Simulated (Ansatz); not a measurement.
# SiNi (Pnma) in Ansatz: notebook

The runs below take SiNi through relaxation of cell and atoms, with LDA, RPBE+D3(BJ), PBEsol+D3(BJ), BLYP+D3(BJ).

All numbers are computed with Ansatz 0.2.0; they aren't measurements. Logs are shortened: lines on timing, memory, paths and dates and some standing lists are left out, and cuts for length are marked.

## 1. The structure

The structure is orthorhombic, space group Pnma (No. 62). The conventional cell has a = 5.173 Å, b = 3.338 Å, c = 5.605 Å, α = 90.00°, β = 90.00°, γ = 90.00°. Around Ni (site symmetry m) lie 6 Si at 2.28 to 2.40 Å. Si (site symmetry m) is surrounded by 6 Ni at 2.28 to 2.40 Å.

## 2. Relaxation of cell and atoms, LDA, collinear spin, ferromagnetic start

Contents of input.yaml:

```yaml
crystal:
  lattice:
    - [5.1731, 0.0, 0.0]
    - [0.0, 3.3381, 0.0]
    - [0.0, 0.0, 5.6049]
  atoms:
    - { symbol: Ni, position: [0.99221, 0.75, 0.81248], spin: 1.0 }
    - { symbol: Ni, position: [0.50779, 0.25, 0.31248], spin: 1.0 }
    - { symbol: Ni, position: [0.49221, 0.75, 0.68752], spin: 1.0 }
    - { symbol: Ni, position: [0.00779, 0.25, 0.18752], spin: 1.0 }
    - { symbol: Si, position: [0.67872, 0.25, 0.9175] }
    - { symbol: Si, position: [0.82128, 0.75, 0.4175] }
    - { symbol: Si, position: [0.17872, 0.25, 0.5825] }
    - { symbol: Si, position: [0.32128, 0.75, 0.0825] }
hamiltonian:
  xc: lda
  pseudopotentials: { kind: paw }
magnetization:
  spin_polarized: true
kpoints:
  mp_grid: { grid: [5, 8, 5] }
scf:
  occupations: { method: fermi_dirac, width: 0.05 }
output:
  forces: true
  stress: true
  eigenvalues: true
relax:
  f_tol: 0.01
  max_steps: 40
  cell: { stress_tol: 0.05 }
```

Potentials or basis: Ansatz PAW.

The run is started by

```sh
> ansatz run input.yaml --threads 4 --pin off --max-ram 11264MiB --backend cpu --events-out ev --progress --plain --runs-dir out
```

Standard output:

```text
Warning: RAYON_NUM_THREADS=4 ignored (pool sized by the plan → 4); use --threads N
Engine: ansatz 0.2.0, x86_64-unknown-linux-gnu
Pseudopotentials: kind: paw
Pseudopotential: Ni, paw, valence charge 18, recommended cutoff 420 eV (normal), Ni.paw.azcp
Pseudopotential: Si, paw, valence charge 4, recommended cutoff 420 eV (normal), Si.paw.azcp
Functional definition: SPW92
  exchange = slater_x
  correlation = pw_c
Crystal: 8 atoms, lattice volume = 96.787 Å³
Basis set: ecut = 420 eV, 1905 PW (Γ)
Bands: 56, of which v1, the nominal top of the filled ones, is band 44 counted from 1 (43 counted from 0)
Symmetry: 8 space group operations
Space group: Pnma (ITA 62), of the structure as read, at distance tolerance 4.6e-5 Å
Magnetic group: BNS 62.441 (UNI 539), of the structure as read, at distance tolerance 4.6e-5 Å
k-points: 45 of 200
Non-local potential: Ni, projectors of the file, l = 0: 3, l = 1: 2, l = 2: 3, l = 3: 1
Non-local potential: Si, projectors of the file, l = 0: 2, l = 1: 2, l = 2: 2
PAW form: soft (Blöchl's): semilocal exchange-correlation on the pseudo side does not see the compensation charge
PAW frozen core: Ni, regenerated for the run's functional, and the local potential with it (the file was generated under x = pbe(κ = 0.804, μ = 0.2195149727645171), c = pbe(β = 0.06672455060314922))
PAW frozen core: Si, regenerated for the run's functional, and the local potential with it (the file was generated under x = pbe(κ = 0.804, μ = 0.2195149727645171), c = pbe(β = 0.06672455060314922))
PAW one-centre angular grid: Ni, 590 points (default); XC on 64 Gauss nodes
PAW one-centre angular grid: Si, 110 points (default); XC on 64 Gauss nodes
Initial density: superposition of atomic densities (chi_scale 0.1, normalization cell)
Starting moments: Σ|m| = 4 μB on 4 of 8 sites
Initial wavefunctions: pseudopotential atomic-orbital guess
Functional: x = slater, c = lda
SCF iter   1: F=—  HF=-25526.678776 eV  |F-HF|=—  |Δ(HF+E_count)|=         —  Δρ=7.72e-2 (↑7.72e-2 ↓2.92e-2)  dr2=3.95e0  dr2_m=1.37e0  M=1.613 μB ∫|m|=2.516 μB  β_m=0.30  ethr=3.10e-3  ⟨swp⟩=6.6  Hψ=19226  notcnv=0  defer=33
Mixer restart at iter 1: flushing history
[... 139 lines left out ...]
  E_nonlocal   = 2652.809141
  E_hartree    = 7566.015010
  E_xc         = -571.803981
  E_vxc        = -645.184206  (∫ρ·V_xc dr)
  E_paw        = -8194.732858  (= ΣΔE_a)
  E_vpaw       = -2110.535844  (= ΣTr[D̂ρ^β])
  E_aug_tail   = 0.001869  (compensation charges beyond the density's cutoff)
  E_ewald      = -10710.859296
  E_core_change = 2.073805  (= ΣΔE_core)
  E_smearing   = -0.011383  (= −TS)
  E_closure    = -0.000000  (closes the sum)
  Σ components = -25533.024501   (vs F -25533.024501, Δ=0.00e0)
--- Forces (eV/Å), atoms counted from 1 ---
  atom   1  Ni    -0.00045142    -0.00000000    -0.00151317
  atom   2  Ni     0.00045142    -0.00000000    -0.00151317
  atom   3  Ni    -0.00045142     0.00000000     0.00151317
  atom   4  Ni     0.00045142     0.00000000     0.00151317
  atom   5  Si    -0.00247626     0.00000000    -0.00097424
  atom   6  Si     0.00247626    -0.00000000    -0.00097424
  atom   7  Si    -0.00247626     0.00000000     0.00097424
  atom   8  Si     0.00247626    -0.00000000     0.00097424
  max |Σ_I F_I| component: 6.94e-18 eV/Å
--- Stress (GPa, compression-positive) ---
       -0.015200       0.000000      -0.000000
        0.000000      -0.007568      -0.000000
       -0.000000      -0.000000      -0.024143
  P = ⅓ Tr σ = -0.0156 GPa (-0.156 kbar)
--- Band table (eV; the first three rows and the last of 90) ---
  k-point 0 ↑: bands = ["-87.8859", "-87.8810", "-87.8794", "-87.8745", "-48.7873", "-48.7752", "-48.7682", "-48.7444", "-48.7195", "-48.7134", "-48.7101", "-48.7063", "-48.6926", "-48.6856", "-48.6618", "-48.6595", "1.9720", "5.6443", "6.6756", "7.4548", "8.5354", "9.0856", "10.6523", "11.0052", "11.0405", "11.1898", "11.3080", "11.3685", "11.5372", "11.7466", "12.0472", "12.0608", "12.3976", "12.5579", "12.7368", "12.8940", "13.0190", "13.0311", "13.1023", "13.2520", "13.5327", "13.9031", "14.1962", "14.4337", "16.1132", "16.8861", "18.7790", "19.0945", "19.3768", "19.9226", "20.4186", "21.5969", "21.6003", "21.9443", "22.4866", "22.7227"]
  k-point 1 ↑: bands = ["-87.8857", "-87.8821", "-87.8783", "-87.8748", "-48.7866", "-48.7778", "-48.7647", "-48.7467", "-48.7182", "-48.7128", "-48.7108", "-48.7072", "-48.6917", "-48.6861", "-48.6616", "-48.6597", "2.1654", "4.7891", "7.2532", "7.5365", "8.4696", "9.5955", "10.2529", "10.9700", "11.0677", "11.0743", "11.0856", "11.4711", "11.6044", "11.8258", "11.9775", "12.0673", "12.4637", "12.6540", "12.6699", "12.7029", "12.7880", "12.9968", "13.1605", "13.2337", "13.8173", "13.9939", "14.4278", "14.5231", "16.4305", "17.3751", "17.9518", "19.3082", "19.4830", "19.6818", "19.7338", "21.5971", "21.8848", "22.1624", "22.4643", "22.7020"]
  k-point 2 ↑: bands = ["-87.8849", "-87.8836", "-87.8768", "-87.8756", "-48.7846", "-48.7815", "-48.7585", "-48.7520", "-48.7154", "-48.7126", "-48.7114", "-48.7093", "-48.6897", "-48.6876", "-48.6611", "-48.6603", "2.7353", "3.6444", "7.7489", "7.8480", "8.4218", "9.2018", "10.3762", "10.7238", "11.1848", "11.1926", "11.2470", "11.4488", "11.8610", "11.8772", "11.9683", "12.1042", "12.2423", "12.3809", "12.4531", "12.5741", "12.9651", "13.0637", "13.1645", "13.3324", "13.8034", "14.0088", "14.7340", "15.5638", "15.9016", "16.7483", "18.3711", "19.0281", "19.4807", "19.8345", "20.6155", "21.4276", "21.4405", "21.5545", "22.2847", "22.7449"]
  k-point 44 ↓: bands = ["-87.8811", "-87.8811", "-87.8791", "-87.8791", "-48.7720", "-48.7720", "-48.7675", "-48.7675", "-48.7069", "-48.7069", "-48.7002", "-48.7002", "-48.6920", "-48.6920", "-48.6792", "-48.6792", "6.2548", "6.2548", "6.6025", "6.6025", "8.4395", "8.4395", "9.0120", "9.0120", "11.3541", "11.3541", "11.4419", "11.4419", "11.7258", "11.7258", "11.9838", "11.9838", "12.4656", "12.4656", "12.6111", "12.6111", "12.9809", "12.9809", "13.0654", "13.0654", "13.3127", "13.3127", "13.3824", "13.3824", "17.1889", "17.1889", "18.1490", "18.1490", "18.8251", "18.8251", "19.5363", "19.5363", "21.0747", "21.0747", "21.5716", "21.5716"]
--- Relaxed structure (6 steps of the walk, 6 accepted, 1 SCFs on fresh bases) ---
  F+E_penalty+E_count = -25533.02450086 eV   max|allowed force component| = 2.476e-3 eV/Å   (the final SCF, on the basis selected at the relaxed cell)
  cell:  # Å, volume = 92.1231 Å³
    - [5.026404348619327, 6.292882219112944e-33, 1.5218693290049637e-17]
    - [4.0606735142762404e-33, 3.352569130177647, -3.1505253965670255e-33]
    - [1.6489001569928908e-17, -5.2899493110507534e-33, 5.466800930181229]
  atoms:
    - { symbol: Ni, position: [0.9906608876543136, 0.75, 0.812068507050748] }
    - { symbol: Ni, position: [0.5093391123456864, 0.25, 0.3120685070507479] }
    - { symbol: Ni, position: [0.4906608876543136, 0.75, 0.6879314929492519] }
    - { symbol: Ni, position: [0.00933911234568641, 0.25, 0.18793149294925202] }
    - { symbol: Si, position: [0.6800227219608637, 0.25, 0.9115619738803146] }
    - { symbol: Si, position: [0.8199772780391366, 0.75, 0.41156197388031474] }
    - { symbol: Si, position: [0.18002272196086358, 0.25, 0.5884380261196852] }
    - { symbol: Si, position: [0.3199772780391365, 0.75, 0.08843802611968517] }
```

It took 54 s on 4 threads of Intel Xeon Platinum 8375C at 2.90GHz (Ice Lake), shared host; peak memory 0.74 GiB.

What came out:

```yaml
Free_energy: -25533.0245 eV
Relaxed_volume: 11.52 Å³/atom
Relaxed_cell: a = 5.026 Å, b = 3.353 Å, c = 5.467 Å, α = 90.00°, β = 90.00°, γ = 90.00°
Space_group_after_relaxing_to_0.05_Å: Pnma (No. 62)
Energy_gained_by_relaxing: 20.4 meV/atom
Ionic_steps: 7
Pressure_after_relaxing: 0.0 GPa
Band_gap_on_the_k_mesh: none (metal or under the smearing width)
Net_moment: 0.00 μB per cell
Absolute_moment: 0.00 μB per cell
```

Forces in eV/Å, atoms in the order of the input:
```
Ni   0.000  0.000 -0.002
Ni   0.000  0.000 -0.002
Ni   0.000  0.000  0.002
Ni   0.000  0.000  0.002
Si  -0.002  0.000 -0.001
Si   0.002  0.000 -0.001
Si  -0.002  0.000  0.001
Si   0.002  0.000  0.001
```

The path:
| step | energy change (eV) | largest force (eV/Å) | volume (Å³) |
| --- | --- | --- | --- |
| 1 | 0.0000 | 0.1597 | 96.79 |
| 2 | -0.1292 | 0.1361 | 94.06 |
| 3 | -0.1639 | 0.0582 | 91.83 |
| 4 | -0.1649 | 0.0248 | 92.09 |
| 5 | -0.1650 | 0.0052 | 92.14 |
| 6 | -0.1651 | 0.0025 | 92.12 |
| 7 | -0.1629 | 0.0027 | 92.12 |

Final structure:
```yaml
crystal:
  lattice:
    - [5.02640, 0.00000, 0.00000]
    - [0.00000, 3.35257, 0.00000]
    - [0.00000, 0.00000, 5.46680]
  atoms:
    - { symbol: Ni, position: [0.99066, 0.75000, 0.81207] }
    - { symbol: Ni, position: [0.50934, 0.25000, 0.31207] }
    - { symbol: Ni, position: [0.49066, 0.75000, 0.68793] }
    - { symbol: Ni, position: [0.00934, 0.25000, 0.18793] }
    - { symbol: Si, position: [0.68002, 0.25000, 0.91156] }
    - { symbol: Si, position: [0.81998, 0.75000, 0.41156] }
    - { symbol: Si, position: [0.18002, 0.25000, 0.58844] }
    - { symbol: Si, position: [0.31998, 0.75000, 0.08844] }
```

Caveat: the plane-wave basis is chosen anew once the cell has moved, so the energies of steps on either side of that aren't comparable; the PAW data sets come from PBE, with cores solved anew for the run's functional, which leaves a small shift of forces and pressure; the starting moments weren't kept.

## 3. Relaxation of cell and atoms, RPBE+D3(BJ), collinear spin, ferromagnetic start

Changes to input.yaml since step 2:

```diff
@@ -15,4 +15,5 @@
 hamiltonian:
-  xc: lda
+  xc: rpbe
   pseudopotentials: { kind: paw }
+  dispersion: d3bj
 magnetization:
```

Potentials or basis: Ansatz PAW.

The run is started by

```sh
> ansatz run input.yaml --threads 4 --pin off --max-ram 11264MiB --backend cpu --events-out ev --progress --plain --runs-dir out
```

Run time: 2.8 min. Hardware: 4 threads of Arm Neoverse V1, shared host; peak memory 0.73 GiB.

The run converged. Its results:

| Quantity | Value |
| --- | --- |
| Free energy | -25956.9804 eV |
| Relaxed volume | 10.09 Å³/atom |
| Relaxed cell | a = 4.722 Å, b = 3.682 Å, c = 4.642 Å, α = 90.00°, β = 90.00°, γ = 90.00° |
| Space group after relaxing (to 0.05 Å) | Pnma (No. 62) |
| Energy gained by relaxing | 189.3 meV/atom |
| Ionic steps | 13 |
| Pressure after relaxing | 0.0 GPa |
| Band gap on the k mesh | none (metal or under the smearing width) |
| Net moment | 0.00 μB per cell |
| Absolute moment | 0.00 μB per cell |

Forces in eV/Å, atoms in the order of the input:
```
Ni  -0.001  0.000 -0.002
Ni   0.001  0.000 -0.002
Ni  -0.001  0.000  0.002
Ni   0.001  0.000  0.002
Si  -0.001  0.000 -0.002
Si   0.001  0.000 -0.002
Si  -0.001  0.000  0.002
Si   0.001  0.000  0.002
```

Step by step:
```csv
step,energy change (eV),largest force (eV/Å),volume (Å³)
1,0.0000,0.2031,96.79
2,-0.8797,0.1820,89.40
3,-1.1348,0.2707,81.70
4,-1.2541,0.1517,82.23
5,-1.4063,0.1217,81.84
6,-1.4672,0.3043,79.93
7,-1.5039,0.1186,80.99
8,-1.5140,0.0142,80.69
9,-1.5141,0.0074,80.69
10,-1.5142,0.0007,80.68
11,-1.5141,0.0015,80.68
12,-1.5144,0.0022,80.69
13,-1.5144,0.0021,80.69
```

Final structure:
```yaml
crystal:
  lattice:
    - [4.72207, 0.00000, 0.00000]
    - [0.00000, 3.68153, 0.00000]
    - [0.00000, 0.00000, 4.64178]
  atoms:
    - { symbol: Ni, position: [0.96179, 0.75000, 0.83471] }
    - { symbol: Ni, position: [0.53821, 0.25000, 0.33471] }
    - { symbol: Ni, position: [0.46179, 0.75000, 0.66529] }
    - { symbol: Ni, position: [0.03821, 0.25000, 0.16529] }
    - { symbol: Si, position: [0.65229, 0.25000, 0.86521] }
    - { symbol: Si, position: [0.84771, 0.75000, 0.36521] }
    - { symbol: Si, position: [0.15229, 0.25000, 0.63479] }
    - { symbol: Si, position: [0.34771, 0.75000, 0.13479] }
```

Levels at points of the mesh, in eV from the Fermi level:
Spin up:
| k point | band 42 | band 43 | band 44 | band 45 | band 46 | band 47 |
| --- | --- | --- | --- | --- | --- | --- |
| (0.00, 0.00, 0.00) | -1.15 | -0.29 | 0.09 | 0.86 | 1.11 | 1.69 |
| (0.00, -0.50, 0.00) | -2.41 | -1.30 | -1.30 | -0.38 | -0.38 | 2.28 |
Spin down:
| k point | band 42 | band 43 | band 44 | band 45 | band 46 | band 47 |
| --- | --- | --- | --- | --- | --- | --- |
| (0.00, 0.00, 0.00) | -1.15 | -0.29 | 0.09 | 0.86 | 1.11 | 1.69 |
| (0.00, -0.50, 0.00) | -2.41 | -1.30 | -1.30 | -0.38 | -0.38 | 2.28 |

Caveat: the volume moved by over 15 % at a fixed basis, so the end points are rough; the plane-wave basis is chosen anew once the cell has moved, so the energies of steps on either side of that aren't comparable; the volume moved by -17 % from the deposited cell, more than functionals usually miss; pairwise dispersion overbinds metals, which lowers pressure and volume; the PAW data sets come from PBE, with cores solved anew for the run's functional, which leaves a small shift of forces and pressure; the starting moments weren't kept.

## 4. Relaxation of cell and atoms, PBEsol+D3(BJ), collinear spin, ferromagnetic start

Changes to input.yaml since step 3:

```diff
@@ -15,3 +15,3 @@
 hamiltonian:
-  xc: rpbe
+  xc: pbesol
   pseudopotentials: { kind: paw }
```

The run is started by

```sh
> ansatz run input.yaml --threads 4 --pin off --max-ram 11264MiB --backend cpu --events-out ev --progress --plain --runs-dir out
```

Wall time 64 s (4 threads of Arm Neoverse V1, shared host); peak memory 0.71 GiB.

It converged, with:

| Item | Value |
| --- | --- |
| Free energy | -25714.0316 eV |
| Relaxed volume | 11.44 Å³/atom |
| Relaxed cell | a = 5.018 Å, b = 3.357 Å, c = 5.434 Å, α = 90.00°, β = 90.00°, γ = 90.00° |
| Space group after relaxing (to 0.05 Å) | Pnma (No. 62) |
| Energy gained by relaxing | 23.1 meV/atom |
| Ionic steps | 6 |
| Pressure after relaxing | 0.0 GPa |
| Largest force after relaxing | 0.008 eV/Å |
| Band gap on the k mesh | none (metal or under the smearing width) |
| Net moment | 0.00 μB per cell |
| Absolute moment | 0.00 μB per cell |

Forces on the atoms (eV/Å):
```
Ni  -0.003  0.000 -0.007
Ni   0.003  0.000 -0.007
Ni  -0.003  0.000  0.007
Ni   0.003  0.000  0.007
Si  -0.001  0.000  0.000
Si   0.001  0.000  0.000
Si  -0.001  0.000  0.000
Si   0.001  0.000  0.000
```

Step by step:
```tsv
step	energy change (eV)	largest force (eV/Å)	volume (Å³)
1	0.0000	0.0778	96.79
2	-0.1451	0.1023	93.80
3	-0.1847	0.0655	91.20
4	-0.1861	0.0265	91.52
5	-0.1863	0.0079	91.54
6	-0.1848	0.0079	91.54
```

Final structure:
```yaml
crystal:
  lattice:
    - [5.01831, 0.00000, 0.00000]
    - [0.00000, 3.35675, 0.00000]
    - [0.00000, 0.00000, 5.43425]
  atoms:
    - { symbol: Ni, position: [0.98913, 0.75000, 0.81417] }
    - { symbol: Ni, position: [0.51087, 0.25000, 0.31417] }
    - { symbol: Ni, position: [0.48913, 0.75000, 0.68583] }
    - { symbol: Ni, position: [0.01087, 0.25000, 0.18583] }
    - { symbol: Si, position: [0.67712, 0.25000, 0.91015] }
    - { symbol: Si, position: [0.82288, 0.75000, 0.41015] }
    - { symbol: Si, position: [0.17712, 0.25000, 0.58985] }
    - { symbol: Si, position: [0.32288, 0.75000, 0.08985] }
```

Levels at points of the mesh, in eV from the Fermi level:
Spin up:
| k point | band 41 | band 42 | band 43 | band 44 | band 45 | band 46 | band 47 | band 48 |
| --- | --- | --- | --- | --- | --- | --- | --- | --- |
| (0.00, 0.00, 0.00) | -1.78 | -1.60 | -1.17 | -0.93 | 0.69 | 1.52 | 3.27 | 3.71 |
| (0.00, -0.50, 0.00) | -2.13 | -2.13 | -1.50 | -1.50 | -0.60 | -0.60 | 2.14 | 2.14 |
Spin down:
| k point | band 41 | band 42 | band 43 | band 44 | band 45 | band 46 | band 47 | band 48 |
| --- | --- | --- | --- | --- | --- | --- | --- | --- |
| (0.00, 0.00, 0.00) | -1.78 | -1.60 | -1.17 | -0.93 | 0.69 | 1.52 | 3.27 | 3.71 |
| (0.00, -0.50, 0.00) | -2.13 | -2.13 | -1.50 | -1.50 | -0.60 | -0.60 | 2.14 | 2.14 |

Caveat: the plane-wave basis is chosen anew once the cell has moved, so the energies of steps on either side of that aren't comparable; pairwise dispersion overbinds metals, which lowers pressure and volume; the PAW data sets come from PBE, with cores solved anew for the run's functional, which leaves a small shift of forces and pressure; the starting moments weren't kept.

[end of part 1 of 2]
